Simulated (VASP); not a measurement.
CdSe: relaxation of cell and atoms with RPBE

Crystal: CdSe.

```
CELL_PARAMETERS angstrom
0.00000 3.14649 3.14649
3.14649 0.00000 3.14649
3.14649 3.14649 0.00000
ATOMIC_POSITIONS crystal
Cd 0.00000 0.00000 0.00000
Se 0.75000 0.75000 0.75000
```

Measurements of this composition are mostly on another form, of space group No. 186.

```json
{
 "Program": "VASP 6.6.1",
 "Task": "relaxation of cell and atoms",
 "Functional": "RPBE",
 "Potentials or basis": "VASP PAW PBE potentials, release 64 (Cd, Se)",
 "Cutoff": "600 eV",
 "k mesh": "8 × 8 × 8",
 "Occupations": "gaussian, width 0.03 eV",
 "Spin": "no spin polarisation",
 "Further INCAR settings": "ALGO = Normal; EDIFF = 1e-07; IBRION = 2; EDIFFG = -0.005; NSW = 90; ISIF = 3"
}
```

The pressure after relaxing is 0.0 GPa. The band gap on the k mesh is 0.57 eV, direct.

Final structure:
```
Cd Se
1.0
     0.00000    3.14649    3.14649
     3.14649    0.00000    3.14649
     3.14649    3.14649    0.00000
Cd Se
1 1
Direct
  0.00000 0.00000 0.00000
  0.75000 0.75000 0.75000
```

Levels at points of the mesh, in eV from the valence-band top:
```tsv
k point	band 5	band 6	band 7	band 8	band 9	band 10	band 11	band 12	band 13
(0.00, 0.00, 0.00)	-7.39	-7.39	0.00	0.00	0.00	0.57	5.99	5.99	5.99
(0.50, 0.00, 0.00)	-7.37	-7.16	-3.77	-0.61	-0.61	2.38	6.49	6.49	7.32
(0.50, 0.50, 0.00)	-7.34	-7.10	-3.59	-1.51	-1.51	3.50	3.72	8.88	9.73
```

It took 14 s on 1 thread of Intel(R) Xeon(R) 6975P-C (Granite Rapids) (shared host), peak memory 0.21 GiB.

Caveat: the relaxation stopped at its first step, so nothing moved; the PAW data sets were made with another functional, which shifts forces and pressure a little.
